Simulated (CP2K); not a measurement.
# Sn under changes of volume

One of the cells (33.803 Å³/atom); the others are scaled copies at fixed shape and fractional positions:

```
CELL_PARAMETERS angstrom
4.57264 0.00000 0.00000
2.28632 3.96002 0.00000
2.28632 1.32001 3.73354
ATOMIC_POSITIONS crystal
Sn 0.75000 0.75000 0.75000
Sn 0.50000 0.50000 0.50000
```

This isn't the form of Sn at room conditions, which is tetragonal (white tin).

```yaml
Program: CP2K 2026.2
Functional: LDA
Potentials_or_basis: GTH_POTENTIALS Sn GTH-PADE-q4; TZVP-MOLOPT-PBE-GTH basis
Density_cutoff: 6123 eV
k_mesh: 7 × 7 × 7
Occupations: fermi-dirac, width 0.05 eV
Spin: no spin polarisation
```

```csv
volume (Å³/atom),energy over the lowest point (meV/atom),pressure (GPa)
31.775,7.15,1.9
32.451,1.43,0.8
33.127,0.00,-0.1
33.803,2.37,-1.0
34.479,?,?
35.155,16.93,-2.4
35.831,28.43,-3.0
```

**Question.** What does the run at 34.479 Å³/atom give?

**Answer.** Energy over the lowest point 8.13 meV/atom; pressure -1.7 GPa.

Worked out: A Birch-Murnaghan fit of order 3 (a polynomial in V^(-2/3)) to the other rows has its minimum at 33.03 Å³/atom with B0 = V·E''(V) = 45 GPa and B' = 4.6. It gives 8.14 meV/atom at 34.479 Å³/atom, against the run's 8.13, and -dE/dV = -1.7 GPa, against -1.7.

Energies are extrapolated to zero smearing.

Caveats: the basis of atomic orbitals isn't converged, which shifts pressures, moduli and gaps.
